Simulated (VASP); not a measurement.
# HfC (Pm-3m) in VASP: further runs

Runs on HfC. Level: PBE. Tasks: single point.

All numbers are computed with VASP 6.6.1; they aren't measurements. Logs are shortened: lines on timing, memory, paths and dates and some standing lists are left out, and cuts for length are marked.

## (1) Starting point

It takes space group Pm-3m (No. 221, cubic). The conventional cell has a = 2.947 Å, b = 2.947 Å, c = 2.947 Å, α = 90.00°, β = 90.00°, γ = 90.00°. Hf (site symmetry m-3m) is surrounded by 8 C at 2.55 Å. C (site symmetry m-3m) has 8 Hf at 2.55 Å as nearest neighbours.

The cell comes from a database or a generator and needn't be the stable form of this composition.

## (2) Single point, PBE

INCAR

```
SYSTEM = HfC
  PREC = Accurate
  ENCUT = 520
  EDIFF = 1E-6
  ISMEAR = -1
  SIGMA = 0.15
  LREAL = .FALSE.
  LASPH = .TRUE.
  NELM = 100
  ALGO = Normal
  ISIF = 2
  LWAVE = .FALSE.
  LCHARG = .FALSE.
  GGA = PE
  NBANDS = 14
```

KPOINTS

```
regular mesh
0
G
  14 14 14
  0 0 0
```

POSCAR

```
HfC
1.0
    2.9468000000      0.0000000000      0.0000000000
    0.0000000000      2.9468000000      0.0000000000
    0.0000000000      0.0000000000      2.9468000000
Hf C
1 1
Direct
    0.0000000000      0.0000000000      0.0000000000
    0.5000000000      0.5000000000      0.5000000000
```

Potentials or basis: VASP PAW PBE potentials, release 64 (Hf_pv, C).

Run with:

```console
$ cat potpaw_PBE.64/Hf_pv/POTCAR potpaw_PBE.64/C/POTCAR > POTCAR
$ mpirun -np 1 vasp_std > vasp.out
```

OUTCAR:

```text
SYSTEM = HfC
   PREC = Accurate
   ENCUT = 520
   EDIFF = 1E-6
   ISMEAR = -1
   LREAL = .FALSE.
   LASPH = .TRUE.
   NELM = 100
   ISIF = 2
   GGA = PE

 ion  position               nearest neighbor table
   1  0.000  0.000  0.000-   2 2.55   2 2.55   2 2.55   2 2.55   2 2.55   2 2.55   2 2.55   2 2.55

   2  0.500  0.500  0.500-   1 2.55   1 2.55   1 2.55   1 2.55   1 2.55   1 2.55   1 2.55   1 2.55

  LATTYP: Found a simple cubic cell.
 ALAT       =     2.9468000000

  Lattice vectors:

 A1 = (   2.9468000000,   0.0000000000,   0.0000000000)
 A2 = (   0.0000000000,   2.9468000000,   0.0000000000)
 A3 = (   0.0000000000,   0.0000000000,   2.9468000000)

Analysis of symmetry for initial positions (statically):
=====================================================================
 Subroutine PRICEL returns:
 Original cell was already a primitive cell.

 Routine SETGRP: Setting up the symmetry group for a
 simple cubic supercell.

 Subroutine GETGRP returns: Found 48 space group operations
 (whereof 48 operations were pure point group operations)
 out of a pool of 48 trial point group operations.

The static configuration has the point symmetry O_h .

Analysis of symmetry for dynamics (positions and initial velocities):
=====================================================================
 Subroutine PRICEL returns:
 Original cell was already a primitive cell.

 Routine SETGRP: Setting up the symmetry group for a
 simple cubic supercell.

 Subroutine GETGRP returns: Found 48 space group operations
 (whereof 48 operations were pure point group operations)
 out of a pool of 48 trial point group operations.

The dynamic configuration has the point symmetry O_h .

 Subroutine INISYM returns: Found 48 space group operations
 (whereof 48 operations are pure point group operations),
 and found     1 'primitive' translations

----------------------------------------------------------------------------------------

                                     Primitive cell

  volume of cell :      25.5889

  direct lattice vectors                    reciprocal lattice vectors
     2.946800000  0.000000000  0.000000000     0.339351161  0.000000000  0.000000000
     0.000000000  2.946800000  0.000000000     0.000000000  0.339351161  0.000000000
     0.000000000  0.000000000  2.946800000     0.000000000  0.000000000  0.339351161

  length of vectors
     2.946800000  2.946800000  2.946800000     0.339351161  0.339351161  0.339351161

  position of ions in fractional coordinates (direct lattice)
     0.000000000  0.000000000  0.000000000
     0.500000000  0.500000000  0.500000000

  ion indices of the primitive-cell ions
   primitive index   ion index
                 1           1
                 2           2

----------------------------------------------------------------------------------------

 KPOINTS: regular mesh

Automatic generation of k-mesh.
 Grid dimensions read from file:
 generate k-points for:   14   14   14

 Generating k-lattice:

  Cartesian coordinates                     Fractional coordinates (reciprocal lattice)
     0.024239369  0.000000000  0.000000000     0.071428571  0.000000000  0.000000000
     0.000000000  0.024239369  0.000000000     0.000000000  0.071428571  0.000000000
     0.000000000  0.000000000  0.024239369     0.000000000  0.000000000  0.071428571

  Length of vectors
     0.024239369  0.024239369  0.024239369

  Shift w.r.t. Gamma in fractional coordinates (k-lattice)
     0.000000000  0.000000000  0.000000000

 Subroutine IBZKPT returns following result:
 ===========================================

 Found    120 irreducible k-points:

 Following reciprocal coordinates:
            Coordinates               Weight
  0.000000  0.000000  0.000000      1.000000
  0.071429  0.000000  0.000000      6.000000
  0.142857  0.000000  0.000000      6.000000
  0.214286  0.000000  0.000000      6.000000
  0.285714  0.000000  0.000000      6.000000
  0.357143  0.000000  0.000000      6.000000
[... 16 lines left out ...]
  0.285714  0.214286  0.000000     24.000000
  0.357143  0.214286  0.000000     24.000000
 [... further k-points ...]
   k-points           NKPTS =    120   k-points in BZ     NKDIM =    120   number of bands    NBANDS=     14
   number of dos      NEDOS =    301   number of ions     NIONS =      2
   total plane-waves  NPLWV =  13824
   dimension x,y,z NGX =    24 NGY =   24 NGZ =   24
   dimension x,y,z NGXF=    48 NGYF=   48 NGZF=   48
   ions per type =               1   1
   NGX,Y,Z   is equivalent  to a cutoff of  13.54, 13.54, 13.54 a.u.
   NGXF,Y,Z  is equivalent  to a cutoff of  27.08, 27.08, 27.08 a.u.
 SYSTEM =  HfC
   PREC   = accura    normal or accurate (medium, high low for compatibility)
   ISTART =      0    job   : 0-new  1-cont  2-samecut
   ICHARG =      2    charge: 1-file 2-atom 10-const
   ISPIN  =      1    spin polarized calculation?
   LNONCOLLINEAR =      F non collinear calculations
   LSORBIT =      F    spin-orbit coupling
   LASPH  =      T    aspherical Exc in radial PAW
   ENCUT  =  520.0 eV  38.22 Ry    6.18 a.u.   5.48  5.48  5.48*2*pi/ulx,y,z
   NELM   =    100;   NELMIN=  2; NELMDL= -5     # of ELM steps
   EDIFF  = 0.1E-05   stopping-criterion for ELM
   LREAL  =      F    real-space projection
   EDIFFG = 0.1E-04   stopping-criterion for IOM
   NSW    =      0    number of steps for IOM
   IBRION =     -1    ionic relax: 0-MD 1-quasi-New 2-CG
   NFREE  =      0    steps in history (QN), initial steepest desc. (CG)
   ISIF   =      2    stress and relaxation
   ISYM   =      2    0-nonsym 1-usesym 2-fastsym
   POTIM  = 0.5000    time-step for ionic-motion
   TEBEG  =    0.0;   TEEND  =   0.0 temperature during run
   PSTRESS=    0.0 pullay stress
   NELECT =      14.0000    total number of electrons
   NUPDOWN=      -1.0000    fix difference up-down
   EMIN   =  10.00;   EMAX   =-10.00  energy-range for DOS
   EFERMI =   0.00;   METHOD = LEGACY
   ISMEAR =    -1;   SIGMA  =   0.15  broadening in eV -4-tet -1-fermi 0-gaus
   EFERMI_NEDOS =   21; number of points for ismear=-14 and -15
   IALGO  =     38    algorithm
   IMIX   =      4    mixing-type and parameters
     AMIX     =   0.40;   BMIX     =  1.00
     AMIX_MAG =   1.60;   BMIX_MAG =  1.00
  volume/ion in A,a.u.               =      12.79        86.34
  Fermi-wavevector in a.u.,A,eV,Ry     =   1.338958  2.530263 24.392629  1.792808
  Thomas-Fermi vector in A             =   2.467387
   LORBIT       =      0    0 simple, 1 ext, 2 COOP (PROOUT), +10 PAW based schemes
   GGA     = PE    functional components
   LHFCALC =     F    Hartree Fock is set to
   AEXX    =    0.0000 exact exchange contribution
   IVDW    =     0    specifies the selected vdW correction
   LEPSILON=     F    determine dielectric tensor
   LRPA    =     F    only Hartree local field effects (RPA)
 non-spin polarized calculation
  energy-cutoff  :      520.00
  volume of cell :       25.59
 maximum number of plane-waves:       739
 NGX is ok and might be reduce to    24
   NGX = 11   NGY = 11   NGZ = 11

 number of electron      14.0000002 magnetization

 Free energy of the ion-electron system (eV)
  ---------------------------------------------------
  ext. energy  EPLUGINS =         0.00000000
  ---------------------------------------------------
  free energy    TOTEN  =       -18.37075064 eV

  energy without entropy =      -18.23218423  energy(sigma->0) =      -18.30146743

 E-fermi :   6.2056     XC(G=0): -12.3039

 val. band max:        6.1969382514   @ k =   0.3571   0.3571   0.0714
 cond. band min:       6.2086770772   @ k =   0.5000   0.4286   0.1429
 fundamental gap:      0.0117388258
 Fermi energy:         6.2056132446

 k-point     1 :       0.0000    0.0000    0.0000
  band No.  band energies     occupation
      1     -23.9526      2.00000
      2     -23.9526      2.00000
      3     -23.9526      2.00000
      4      -6.3004      2.00000
      5       4.4440      1.99998
      6       4.4440      1.99998
      7       7.1974      0.00268
      8       7.1974      0.00268
      9       7.1974      0.00268
     10      11.9761      0.00000
     11      12.0207      0.00000
     12      12.0207      0.00000
     13      12.0207      0.00000
     14      19.2652      0.00000

 k-point     2 :       0.0714    0.0000    0.0000
  band No.  band energies     occupation
      1     -23.9998      2.00000
      2     -23.9484      2.00000
      3     -23.9484      2.00000
      4      -6.1981      2.00000
      5       4.3569      1.99999
      6       4.4898      1.99998
      7       7.0724      0.00617
      8       7.0724      0.00617
      9       7.1291      0.00423
     10      12.0447      0.00000
     11      12.1245      0.00000
     12      12.1245      0.00000
     13      12.2725      0.00000
     14      19.2652      0.00000

 k-point     3 :       0.1429    0.0000    0.0000
  band No.  band energies     occupation
      1     -24.1300      2.00000
      2     -23.9366      2.00000
      3     -23.9366      2.00000
      4      -5.9012      2.00000
      5       3.9190      2.00000
      6       4.6219      1.99995
      7       6.7452      0.05335
      8       6.7452      0.05335
      9       7.2922      0.00143
     10      12.1128      0.00000
     11      12.4047      0.00000
     12      12.4047      0.00000
     13      12.9589      0.00000
     14      19.2652      0.00000
[... 324 lines left out ...]
 k-point    23 :       0.2857    0.2143    0.0000
  band No.  band energies     occupation
      1     -24.4639      2.00000
      2     -24.2438      2.00000
      3     -23.8697      2.00000
      4      -4.3309      2.00000
      5       2.2368      2.00000
      6       4.0969      2.00000
      7       6.1582      1.15679
      8       6.4717      0.29016
      9      10.0753      0.00000
     10      10.5618      0.00000
     11      11.4566      0.00000
     12      13.4799      0.00000
     13      15.6313      0.00000
     14      19.2660      0.00000

 k-point    24 :       0.3571    0.2143    0.0000
  band No.  band energies     occupation
      1     -24.6310      2.00000
      2     -24.2224      2.00000
      3     -23.8533      2.00000
      4      -3.8884      2.00000
      5       1.5214      2.00000
      6       4.2391      2.00000
      7       6.0239      1.54101
      8       6.4081      0.41176
      9      10.6107      0.00000
     10      11.1014      0.00000
     11      11.7528      0.00000
     12      13.1370      0.00000
     13      15.6783      0.00000
     14      19.2639      0.00000

 [... further k-points ...]

------------------------ aborting loop because EDIFF is reached ----------------------------------------

  FORCE on cell =-STRESS in cart. coord.  units (eV):
  Direction    XX          YY          ZZ          XY          YZ          ZX
  --------------------------------------------------------------------------------------
  -------------------------------------------------------------------------------------
  Total       -1.5311328     -1.5311328     -1.5311328     -0.0000000     -0.0000000     -0.0000000
  in kB      -95.8675137    -95.8675137    -95.8675137     -0.0000000     -0.0000000     -0.0000000
  external PRESSURE =     -95.8675137 kB  Pullay stress =       0.0000000 kB

 VOLUME and BASIS-vectors are now :
 -----------------------------------------------------------------------------
  energy-cutoff  :      520.00
  volume of cell :       25.59
      direct lattice vectors                 reciprocal lattice vectors
     2.946800000  0.000000000  0.000000000     0.339351161  0.000000000  0.000000000
     0.000000000  2.946800000  0.000000000     0.000000000  0.339351161  0.000000000
     0.000000000  0.000000000  2.946800000     0.000000000  0.000000000  0.339351161

 POSITION                                       TOTAL-FORCE (eV/Angst)
 -----------------------------------------------------------------------------------
      0.00000      0.00000      0.00000         0.000000      0.000000      0.000000
      1.47340      1.47340      1.47340         0.000000      0.000000      0.000000
 -----------------------------------------------------------------------------------
    total drift:                                0.000000      0.000000     -0.000000

  FREE ENERGIE OF THE ION-ELECTRON SYSTEM (eV)
  ---------------------------------------------------
  free  energy   TOTEN  =       -18.3707506367 eV

  energy  without entropy=      -18.2321842313  energy(sigma->0) =      -18.30146743
```

Run time: 20 s. Hardware: 1 thread of Intel Xeon Platinum 8488C (Sapphire Rapids), shared host; peak memory 0.17 GiB.

Results:

```yaml
Free_energy: -18.3708 eV
Pressure: -9.6 GPa
Band_gap_on_the_k_mesh: none (metal or under the smearing width)
```

The run has no spin-orbit coupling, so splittings on Hf are missing.

[end of part 1 of 2]
